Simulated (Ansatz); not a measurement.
Relaxed GeTe (alpha-GeTe type, space group R3m):

```
GeTe
1.0
    4.22711     2.44052     7.28006
   -2.11355     1.22026     3.64003
    0.00000    -2.44052     3.64003
Ge Te
2 2
Direct
  0.11712   0.23425   0.23425
  0.61712   0.23425   0.23425
  0.38288   0.76575   0.76575
  0.88288   0.76575   0.76575
```

Computed with PBE (plane waves to 420 eV, PAW, scalar-relativistic; Ansatz, a program for electronic structure). k mesh 4×8×8 (Γ-centred), Fermi-Dirac smearing 0.05 eV. GeTe was relaxed with its symmetry unable to fall. Spin-orbit coupling is left out, though Te is heavy. The PAW data are Ansatz's earlier set.

One atom of the cell was then moved (with its periodic images), all else fixed, and the forces (eV/Å) came out as:

| atom | Fx | Fy | Fz |
|---|---|---|---|
| Ge1 | -0.053 | -0.068 | 0.080 |
| Ge2 | 0.640 | 1.782 | 2.167 |
| Te3 | -1.295 | -2.334 | -2.444 |
| Te4 | 0.708 | 0.620 | 0.197 |

Q: Which atom was moved, and by which vector (Å)?

A: Te3, by (0.33, 0.33, 0.33), 0.57 Å in all.

(For displaced atoms, the force is minus the slope of the energy, and its curvature is a force constant, which sets phonon frequencies.)
